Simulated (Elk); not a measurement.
The cell is COD entry 1534881, as deposited and not checked against the literature; nothing was relaxed.

A run on V: DFT, PBE, all-electron APW+lo, Dirac cores, scalar-relativistic bands (Elk 11.2.3 with local patches). The input:

```
tasks
  0
  110
  115
  15

xctype
  20

rgkmax
  8.0

gmaxvr
  16.0

lmaxapw
  10

lmaxo
  7

lmaxi
  3

nrmtscf
  2.0

nempty
  8

epspot
  1e-06

epsengy
  1e-05

maxscl
  60

hmaxvr
  6.0

lradstp
  4

swidth
  0.001

mixtype
  0

beta0
  0.05

reducebf
  0.5

spinpol
  .true.

tforce
  .true.

sppath
  './'

avec
  0.00000000000 3.58103100617 3.58103100617
  3.58103100617 0.00000000000 3.58103100617
  3.58103100617 3.58103100617 0.00000000000

atoms
  1
  'V.in'
  1
  0.000000000000 0.000000000000 0.000000000000   0.000 0.000 -0.500

ngridk
  13 13 13
```

Sphere radii set in the species files: V 2.33 bohr.

Total energy and RMS change of the potential by loop (first and last loops):

```
loop       E (Ha)  RMS ΔV (Ha)
   1  -949.443923            –
   2  -949.453093     4.03e+00
   3  -949.459292     3.83e+00
   4  -949.463245     3.64e+00
   5  -949.465470     3.46e+00
  53  -949.332430     2.95e-01
  54  -949.331466     2.80e-01
  55  -949.330555     2.66e-01
  56  -949.329694     2.53e-01
  57  -949.328881     2.40e-01
  58  -949.328111     2.28e-01
  59  -949.327382     2.17e-01
  60  -949.326692            –
```

**Question.** Did this run give a result to trust?

**Answer.** No. The loop stopped after 60 iterations without meeting its targets: with linear mixing, beta0 = 0.05 the potential settles too slowly.
